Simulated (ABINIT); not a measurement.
## GaP: equation of state with LDA-VWN

**What was measured.**

“Phosphorous dimerization in GaP at high pressure”, 2017, arxiv:1709.06667 reports, for a bulk crystal of GaP: bulk modulus 87.5 ± 0.6 GPa.

Crystal: GaP.

```
Ga P
1.0
     0.00000    2.72525    2.72525
     2.72525    0.00000    2.72525
     2.72525    2.72525    0.00000
Ga P
1 1
Direct
  0.00000 0.00000 0.00000
  0.75000 0.75000 0.75000
```

| Item | Value |
| --- | --- |
| Program | ABINIT 10.8.3 (patched build) |
| Task | equation of state |
| Functional | LDA-VWN |
| Potentials or basis | JTH PAW LDA v2.0 |
| Cutoff | 544 eV |
| k mesh | 8 × 8 × 8 |
| Occupations | fermi-dirac, width 0.05 eV |
| Spin | no spin polarisation |
| Fine-grid cutoff | 1088.46 eV |

```yaml
Equilibrium_volume: 19.58 Å³/atom
Bulk_modulus: 90 GPa
Pressure_derivative_of_the_bulk_modulus: 4.5
```

Energy against volume, from the lowest point:
```csv
volume (Å³/atom),energy (meV/atom)
19.026,4.27
19.431,0.00
19.836,0.63
20.240,5.64
20.645,14.58
21.050,27.01
21.455,42.55
```

Run time: 76 s on 1 thread of Arm Neoverse V1, with other jobs on the host, peak memory 0.13 GiB.

Measured bulk modulus of GaP: 87.5 GPa (“Phosphorous dimerization in GaP at high pressure”, 2017, arxiv:1709.06667). This calculation gives 90 GPa (+3.0 %). The fit is for a static lattice scaled at fixed shape and fixed fractional positions.

Caveat: pressures at fixed basis lie under the slope of the energies.
